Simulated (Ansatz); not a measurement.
Relaxed bulk Ag:

```
CELL_PARAMETERS angstrom
2.93418 0.00000 0.00000
-1.46709 2.54107 0.00000
0.00000 0.00000 4.79908
ATOMIC_POSITIONS crystal
Ag 0.33333 0.66667 0.25000
Ag 0.66667 0.33333 0.75000
```

Miller indices refer to the conventional cell of P6_3/mmc (No. 194), a = 2.934 Å, b = 2.934 Å, c = 4.799 Å, α = 90.00°, β = 90.00°, γ = 120.00°.

Computed with DFT PBE, scalar-relativistic, plane waves, PAW (Ansatz 0.2.0). Cutoff 420 eV, Gaussian smearing of 0.10 eV, no spin polarisation. A dipole correction acts along the normal.

A relaxed slab with low-index faces, about a nanometre thick, has these properties:

| Quantity | Value |
| --- | --- |
| Surface energy (mean of both faces) | 0.74 J/m² |
| Work function | 4.45 eV |

Q: Which low-index plane was cut?

A: The (001) plane.

The reference crystal is a form of Ag, which isn't its usual structure.